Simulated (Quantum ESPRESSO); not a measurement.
# Ni (P6_3/mmc) in Quantum ESPRESSO: single point with PBEsol

Aim: the single point of Ni with PBEsol.

All numbers are computed with Quantum ESPRESSO 7.5; they aren't measurements. Logs are shortened: lines on timing, memory, paths and dates and some standing lists are left out, and cuts for length are marked.

## (1) The structure

It takes space group P6_3/mmc (No. 194, hexagonal). The conventional cell has a = 2.448 Å, b = 2.448 Å, c = 4.073 Å, α = 90.00°, β = 90.00°, γ = 120.00°. Ni (site symmetry -6m2) has 12 Ni at 2.45 to 2.48 Å as nearest neighbours.

This isn't the form of Ni at room conditions, which is fcc.

## (2) Single point, PBEsol, collinear spin, ferromagnetic start

The input, run.py:

```python
import numpy as np
from ase.calculators.espresso import Espresso, EspressoProfile
from ase import Atoms

atoms = Atoms(['Ni', 'Ni'],
              cell=[[2.4480228978, 0.0, 0.0], [-1.2240114489, 2.1200500186, 0.0], [0.0, 0.0, 4.07280757]],
              scaled_positions=[[0.6666666667, 0.3333333333, 0.75], [0.3333333333, 0.6666666667, 0.25]],
              pbc=True)
atoms.set_initial_magnetic_moments([1.0, 1.0])

input_data = {
    'control': {'calculation': 'scf', 'prefix': 'pwscf', 'outdir': './tmp', 'tprnfor': True, 'tstress': True, 'disk_io': 'nowf'},
    'system': {'ecutwfc': 45.0, 'ecutrho': 360.0, 'nbnd': 29, 'occupations': 'smearing', 'smearing': 'fd', 'degauss': 0.00367493, 'nspin': 2},
    'electrons': {'conv_thr': 4e-10, 'electron_maxstep': 120, 'mixing_beta': 0.3},
}
pseudopotentials = {'Ni': 'ni_pbesol_v1.4.uspp.F.UPF'}
profile = EspressoProfile(command='mpirun -n 2 pw.x -nk 2', pseudo_dir='pseudo')
dft = Espresso(profile=profile, input_data=input_data, pseudopotentials=pseudopotentials, kpts=(12, 12, 7), koffset=(0, 0, 0))
atoms.calc = dft

print(f'energy {atoms.get_potential_energy():.8f} eV')
print('forces (eV/A)')
print(np.round(atoms.get_forces(), 6))
print('stress (eV/A^3, Voigt)')
print(np.round(atoms.get_stress(), 8))
print(f'Fermi level {dft.get_fermi_level():.4f} eV')
```

Potentials or basis: GBRV 1.5 PBEsol.

On the command line:

```bash
$ OMP_NUM_THREADS=1 python run.py
```

Log:

```text
energy -9335.85358057 eV
forces (eV/A)
[[0. 0. 0.]
 [0. 0. 0.]]
stress (eV/A^3, Voigt)
[ 0.01094444  0.01094444  0.03683832 -0.         -0.          0.        ]
Fermi level 18.4040 eV
```

espresso.pwi:

```text
&CONTROL
   calculation      = 'scf'
   tstress          = .true.
   tprnfor          = .true.
   outdir           = './tmp'
   prefix           = 'pwscf'
   disk_io          = 'nowf'
   pseudo_dir       = 'pseudo'
/
&SYSTEM
   nbnd             = 29
   ecutwfc          = 45.0
   ecutrho          = 360.0
   occupations      = 'smearing'
   degauss          = 0.00367493
   smearing         = 'fd'
   nspin            = 2
   starting_magnetization(1) = 1.0
   ntyp             = 1
   nat              = 2
   ibrav            = 0
/
&ELECTRONS
   electron_maxstep = 120
   conv_thr         = 4e-10
   mixing_beta      = 0.3
/
&IONS
/
&CELL
/
&FCP
/
&RISM
/
ATOMIC_SPECIES
Ni  58.6934 ni_pbesol_v1.4.uspp.F.UPF

K_POINTS automatic
12 12 7  0 0 0

CELL_PARAMETERS angstrom
2.44802289780000 0.00000000000000 0.00000000000000
-1.22401144890000 2.12005001860000 0.00000000000000
0.00000000000000 0.00000000000000 4.07280757000000

ATOMIC_POSITIONS angstrom
Ni  1.2240114490 0.7066833395 3.0546056775  
Ni  -0.0000000001 1.4133666791 1.0182018925
```

espresso.pwo:

```text
This program is part of the open-source Quantum ESPRESSO suite
     for quantum simulation of materials; please cite
         "P. Giannozzi et al., J. Phys.:Condens. Matter 21 395502 (2009);
         "P. Giannozzi et al., J. Phys.:Condens. Matter 29 465901 (2017);
         "P. Giannozzi et al., J. Chem. Phys. 152 154105 (2020);
     in publications or presentations arising from this work. More details at

Warning: card &CELL ignored
Warning: card &FCP ignored
Warning: card &RISM ignored

     Message from routine setup:
     using ibrav=0 with symmetry is DISCOURAGED, use correct ibrav instead

     K-points division:     npool     =       2
     Subspace diagonalization in iterative solution of the eigenvalue problem:
     a serial algorithm will be used

     G-vector sticks info
     --------------------
     sticks:   dense  smooth     PW     G-vecs:    dense   smooth      PW
     Sum         517     265     85                16451     5757    1099

     Using Slab Decomposition

     bravais-lattice index     =            0
     lattice parameter (alat)  =       4.6261  a.u.
     unit-cell volume          =     142.6435 (a.u.)^3
     number of atoms/cell      =            2
     number of atomic types    =            1
     number of electrons       =        36.00
     number of Kohn-Sham states=           29
     kinetic-energy cutoff     =      45.0000  Ry
     charge density cutoff     =     360.0000  Ry
     scf convergence threshold =      4.0E-10
     mixing beta               =       0.3000
     number of iterations used =            8  plain     mixing
     Exchange-correlation= SLA  PW   PSX  PSC
                           (   1   4  10   8   0   0   0)

     celldm(1)=   4.626093  celldm(2)=   0.000000  celldm(3)=   0.000000
     celldm(4)=   0.000000  celldm(5)=   0.000000  celldm(6)=   0.000000

     crystal axes: (cart. coord. in units of alat)
               a(1) = (   1.000000   0.000000   0.000000 )
               a(2) = (  -0.500000   0.866025   0.000000 )
               a(3) = (   0.000000   0.000000   1.663713 )

     reciprocal axes: (cart. coord. in units 2 pi/alat)
[... 23 lines left out ...]
     Ni              0.056

     24 Sym. Ops., with inversion, found (12 have fractional translation)

   Cartesian axes

     site n.     atom                  positions (alat units)
         1        Ni     tau(   1) = (   0.5000000   0.2886751   1.2477848  )
         2        Ni     tau(   2) = (  -0.0000000   0.5773503   0.4159283  )

     number of k points=    76  Fermi-Dirac smearing, width (Ry)=  0.0037
                       cart. coord. in units 2pi/alat
        k(    1) = (   0.0000000   0.0000000   0.0000000), wk =   0.0009921
        k(    2) = (   0.0000000   0.0000000   0.0858665), wk =   0.0019841
        k(    3) = (   0.0000000   0.0000000   0.1717329), wk =   0.0019841
        k(    4) = (   0.0000000   0.0000000   0.2575994), wk =   0.0019841
        k(    5) = (   0.0000000   0.0962250   0.0000000), wk =   0.0059524
        k(    6) = (   0.0000000   0.0962250   0.0858665), wk =   0.0119048
[... 68 lines left out ...]
        k(   75) = (   0.3333333   0.5773503   0.1717329), wk =   0.0039683
        k(   76) = (   0.3333333   0.5773503   0.2575994), wk =   0.0039683

     Dense  grid:    16451 G-vectors     FFT dimensions: (  27,  27,  48)

     Smooth grid:     5757 G-vectors     FFT dimensions: (  20,  20,  36)

     Check: negative core charge=   -0.000008
     Generating pointlists ...
     new r_m :   0.4125 (alat units)  1.9083 (a.u.) for type    1

     Initial potential from superposition of free atoms

     starting charge      32.0000, renormalised to      36.0000
     Starting wfcs are   26 randomized atomic wfcs +    3 random wfcs

     Self-consistent Calculation

     iteration #  1     ecut=    45.00 Ry     beta= 0.30
     Davidson diagonalization with overlap
     ethr =  1.00E-02,  avg # of iterations =  5.7

     total energy              =    -673.99379511 Ry
     estimated scf accuracy    <      61.46888562 Ry
[... 114 lines left out ...]
     iteration # 13     ecut=    45.00 Ry     beta= 0.30
     Davidson diagonalization with overlap
     ethr =  3.69E-12,  avg # of iterations =  1.5

     Magnetic moment per site  (integrated on atomic sphere of radius R)
     atom   1 (R=0.413)  charge= 16.6366  magn=  0.7152
     atom   2 (R=0.413)  charge= 16.6366  magn=  0.7152

     End of self-consistent calculation

     Number of k-points >= 100: set verbosity='high' to print the bands.

     the Fermi energy is    18.4040 ev

!    total energy              =    -686.17264206 Ry
     estimated scf accuracy    <          2.1E-12 Ry
     smearing contrib. (-TS)   =      -0.00249978 Ry
     internal energy E=F+TS    =    -686.17014229 Ry

     The total energy is F=E-TS. E is the sum of the following terms:
     one-electron contribution =    -376.29022394 Ry
     hartree contribution      =     211.79967505 Ry
     xc contribution           =     -70.40719563 Ry
     ewald contribution        =    -451.27239777 Ry

     total magnetization       =     1.35 Bohr mag/cell
     absolute magnetization    =     1.53 Bohr mag/cell

     convergence has been achieved in  13 iterations

     Forces acting on atoms (cartesian axes, Ry/au):

     atom    1 type  1   force =     0.00000000    0.00000000    0.00000000
     atom    2 type  1   force =     0.00000000    0.00000000    0.00000000

     Total force =     0.000000     Total SCF correction =     0.000000

     Computing stress (Cartesian axis) and pressure

          total   stress  (Ry/bohr**3)                   (kbar)     P=      -31.36
  -0.00011920  -0.00000000   0.00000000          -17.54       -0.00        0.00
  -0.00000000  -0.00011920   0.00000000           -0.00      -17.54        0.00
   0.00000000   0.00000000  -0.00040122            0.00        0.00      -59.02

=------------------------------------------------------------------------------=
   JOB DONE.
=------------------------------------------------------------------------------=
```

Wall time 27 s (2 MPI ranks of Intel Xeon Platinum 8259CL at 2.50GHz (Skylake/Cascade Lake), shared host); peak memory 0.2 GiB.

What came out:

```yaml
Free_energy: -9335.8544 eV
Pressure: -3.1 GPa
Band_gap_on_the_k_mesh: none (metal or under the smearing width)
Net_moment: 1.35 μB per cell
Absolute_moment: 1.53 μB per cell
Site_moments: Ni +0.72 μB
Valence_electrons_inside_the_program's_atomic_spheres: Ni 16.64
```

## (3) For comparison

An earlier run on the cell as given: functional PBEsol; potentials or basis GBRV 1.5 PBEsol; cutoff 612 eV; density cutoff 4898 eV; k mesh 12 × 12 × 7; occupations fermi-dirac, width 0.05 eV; collinear spin, ferromagnetic start; starting moments [1.0, 1.0] μB.

* Pressure: -3.1 GPa
* Band gap on the k mesh: none (metal or under the smearing width)
* Net moment: 1.35 μB per cell
* Absolute moment: 1.53 μB per cell
* Site moments: Ni +0.72 μB
* Valence electrons inside the program's atomic spheres: Ni 16.64
